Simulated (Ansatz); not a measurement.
Ga: equation of state with PBE

Ga:

```
CELL_PARAMETERS angstrom
3.81696 -2.32663 0.00000
3.81696 2.32663 0.00000
0.00000 0.00000 4.48825
ATOMIC_POSITIONS crystal
Ga 0.66555 0.00969 0.25000
Ga 0.00969 0.66555 0.75000
Ga 0.33445 0.99031 0.75000
Ga 0.99031 0.33445 0.25000
```

This isn't the form of Ga at room conditions, which is orthorhombic.

| Property | Result |
| --- | --- |
| Program | Ansatz 0.2.0 |
| Task | equation of state |
| Functional | PBE |
| Potentials or basis | Ansatz PAW |
| Cutoff | 420 eV |
| Density cutoff | 1680 eV |
| k mesh | 7 × 7 × 6 |
| Occupations | fermi-dirac, width 0.05 eV |
| Spin | no spin polarisation |

```yaml
Equilibrium_volume: "21.16 Å³/atom (rough: see the caveat)"
Bulk_modulus_at_fixed_shape_and_positions: 47 GPa (rough)
```

Energy against volume, from the lowest point:
```csv
volume (Å³/atom),energy (meV/atom)
18.734,52.05
19.132,34.84
19.531,21.57
19.929,11.82
20.328,5.19
20.726,1.36
21.125,0.00
```

All runs of the series together: 44 s on 2 threads of Arm Neoverse V1, on a shared host.

Caveat: the minimum lies outside the volumes run; the cell was scaled at fixed shape and fractional positions, which overstates the stiffness of a crystal with free parameters, most of all of layers and chains.
